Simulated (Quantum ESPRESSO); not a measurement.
A calculation with Quantum ESPRESSO 7.5 of TiTe2 (ASE script, structure from a P1 CIF):

File run.py:

```python
import numpy as np
from ase.calculators.espresso import Espresso, EspressoProfile
from ase.io import read

atoms = read('TiTe2.cif')

input_data = {
    'control': {'calculation': 'scf', 'prefix': 'pwscf', 'outdir': './tmp', 'tprnfor': True, 'tstress': True, 'disk_io': 'nowf'},
    'system': {'ecutwfc': 45.0, 'ecutrho': 360.0, 'nbnd': 19, 'occupations': 'smearing', 'smearing': 'fd', 'degauss': 0.00367493},
    'electrons': {'conv_thr': 6e-10, 'electron_maxstep': 120, 'mixing_beta': 0.5},
}
pseudopotentials = {'Ti': 'ti_pbesol_v1.4.uspp.F.UPF', 'Te': 'te_pbesol_v1.uspp.F.UPF'}
profile = EspressoProfile(command='mpirun -n 2 pw.x -nk 2', pseudo_dir='pseudo')
dft = Espresso(profile=profile, input_data=input_data, pseudopotentials=pseudopotentials, kpts=(8, 8, 4), koffset=(0, 0, 0))
atoms.calc = dft

print(f'energy {atoms.get_potential_energy():.8f} eV')
print('forces (eV/A)')
print(np.round(atoms.get_forces(), 6))
print('stress (eV/A^3, Voigt)')
print(np.round(atoms.get_stress(), 8))
print(f'Fermi level {dft.get_fermi_level():.4f} eV')
```

File TiTe2.cif:

```cif
data_TiTe2
_cell_length_a 3.77700000
_cell_length_b 3.77700000
_cell_length_c 6.49800000
_cell_angle_alpha 90.00000000
_cell_angle_beta 90.00000000
_cell_angle_gamma 120.00000000
_space_group_name_H-M_alt 'P1'
_space_group_name_Hall 'P 1'
_space_group_IT_number 1
loop_
_space_group_symop_operation_xyz
'x,y,z'
loop_
_atom_site_label
_atom_site_type_symbol
_atom_site_symmetry_multiplicity
_atom_site_Wyckoff_symbol
_atom_site_fract_x
_atom_site_fract_y
_atom_site_fract_z
_atom_site_occupancy
Te1 Te 1 a 0.3333333333 0.6666666667 0.7372000000 1
Te2 Te 1 a 0.6666666667 0.3333333333 0.2628000000 1
Ti1 Ti 1 a 0.0000000000 0.0000000000 0.0000000000 1
```

Potentials or basis: GBRV 1.5 PBEsol.

Run with:

```sh
$ OMP_NUM_THREADS=1 python run.py
```

Question: Write the same calculation in another form: native input, structure typed inline.

Answer: As run:

Contents of pw.in:

```
&CONTROL
  calculation = 'scf'
  prefix = 'pwscf'
  outdir = './tmp'
  pseudo_dir = './pseudo'
  tprnfor = .true.
  tstress = .true.
  disk_io = 'low'
/
&SYSTEM
  ibrav = 0
  celldm(1) = 8
  nat = 3
  ntyp = 2
  ecutwfc = 45
  ecutrho = 360
  nbnd = 19
  occupations = 'smearing'
  smearing = 'fd'
  degauss = 0.00367493
/
&ELECTRONS
  conv_thr = 6d-10
  electron_maxstep = 120
  mixing_beta = 0.5
/
ATOMIC_SPECIES
Te   127.6000 te_pbesol_v1.uspp.F.UPF
Ti    47.8670 ti_pbesol_v1.4.uspp.F.UPF
CELL_PARAMETERS alat
  0.8921869465889   0.0000000000000   0.0000000000000
 -0.4460934732945   0.7726565606724   0.0000000000000
  0.0000000000000   0.0000000000000   1.5349300447273
ATOMIC_POSITIONS crystal
Te     0.3333333333    0.6666666667    0.7372000000
Te     0.6666666667    0.3333333333    0.2628000000
Ti     0.0000000000    0.0000000000    0.0000000000
K_POINTS automatic
8 8 4 0 0 0
```

The input pp_density.in:

```
&INPUTPP
  prefix = 'pwscf'
  outdir = './tmp'
  filplot = 'density.dat'
  plot_num = 0
/
&PLOT
  nfile = 1
  filepp(1) = 'density.dat'
  iflag = 3
  output_format = 6
  fileout = 'density.cube'
/
```

File pp_potential.in:

```
&INPUTPP
  prefix = 'pwscf'
  outdir = './tmp'
  filplot = 'potential.dat'
  plot_num = 11
/
&PLOT
  nfile = 1
  filepp(1) = 'potential.dat'
  iflag = 3
  output_format = 6
  fileout = 'potential.cube'
/
```

Potentials or basis: GBRV 1.5 PBEsol.

Run with:

```bash
$ OMP_NUM_THREADS=1 mpirun -n 2 pw.x -nk 2 -in pw.in > pw.out
$ OMP_NUM_THREADS=1 mpirun -n 1 pp.x -in pp_density.in > pp_density.out
$ OMP_NUM_THREADS=1 mpirun -n 1 pp.x -in pp_potential.in > pp_potential.out
```

Both were run:

|  | ASE script, structure from a P1 CIF | native input, structure typed inline |
| --- | --- | --- |
| Pressure | -2.2 GPa | -2.2 GPa |
| Largest force | 0.108 eV/Å | 0.108 eV/Å |
| Band gap on the k mesh | none (metal or under the smearing width) | none (metal or under the smearing width) |

Keys that steer only the numerical path or the files written may differ.

Caveat: this functional lacks dispersion, which binds the layers, so the pressure and a relaxed spacing across them are unreliable.
